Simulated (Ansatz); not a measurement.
Sb:

```
Sb
1.0
     0.00000    2.37124    2.37124
     2.37124    0.00000    2.37124
     2.37124    2.37124    0.00000
Sb
1
Direct
  0.00000 0.00000 0.00000
```

This isn't the form of Sb at room conditions, which is rhombohedral.

Base run:

* Program: Ansatz 0.2.0
* Functional: PBEsol
* Potentials or basis: all-electron LAPW, scalar-relativistic
* Cutoff: 156 eV
* Density cutoff: 625 eV
* Basis error allowed: 0.001 eV/atom
* k mesh: 10 × 10 × 10
* Occupations: fermi-dirac, width 0.05 eV
* Spin: no spin polarisation

Its results: pressure -1.2 GPa.

Q: After a change of settings the same cell gave: pressure -2.3 GPa. Which change was it?
A. k mesh from 10 × 10 × 10 to 8 × 8 × 8
B. functional from PBEsol to LDA
C. k mesh from 10 × 10 × 10 to 6 × 6 × 6; occupations from fermi-dirac, width 0.05 eV to fermi-dirac, width 0.03 eV
D. potentials or basis from all-electron LAPW, scalar-relativistic to all-electron PAW datasets made for the crystal

A: B.

LDA binds more tightly than PBEsol, so the same cell stands under less pressure.

Not every run made on this cell is shown here.
